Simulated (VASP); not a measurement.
MgO, 4 atoms in the cell. It takes space group P6_3mc (No. 186, hexagonal). The conventional cell has a = 3.031 Å, b = 3.031 Å, c = 5.935 Å, α = 90.00°, β = 90.00°, γ = 120.00°. Mg (site symmetry 3m) has 3 O at 1.85 Å as nearest neighbours. Around O (site symmetry 3m) lie 3 Mg at 1.85 Å. Measurements of this composition are mostly on another form, of space group No. 225.

* Program: VASP 6.6.1
* Task: single point
* Functional: PBEsol
* Potentials or basis: VASP PAW PBE potentials, release 64 (Mg, O)
* Cutoff: 520 eV
* k mesh: 9 × 9 × 6
* Occupations: gaussian, width 0.05 eV
* Spin: no spin polarisation
* Dipole correction: no
* Further INCAR settings: ALGO = Normal; EDIFF = 1e-07; NBANDS = 16

Potentials or basis: VASP PAW PBE potentials, release 64 (Mg, O).

Command:

```console
$ cat potpaw_PBE.64/Mg/POTCAR potpaw_PBE.64/O/POTCAR > POTCAR
$ mpirun -np 1 vasp_std > vasp.out
```

Hardware: 1 thread of AMD EPYC 7R43 64-Core Processor (Zen 3), on a shared host.

Estimate the wall time of this run.

Wall time 70 s on 1 thread of AMD EPYC 7R43 64-Core Processor (Zen 3), with other jobs on the host, peak memory 0.15 GiB. Counts: scf iterations 15, k points 48.
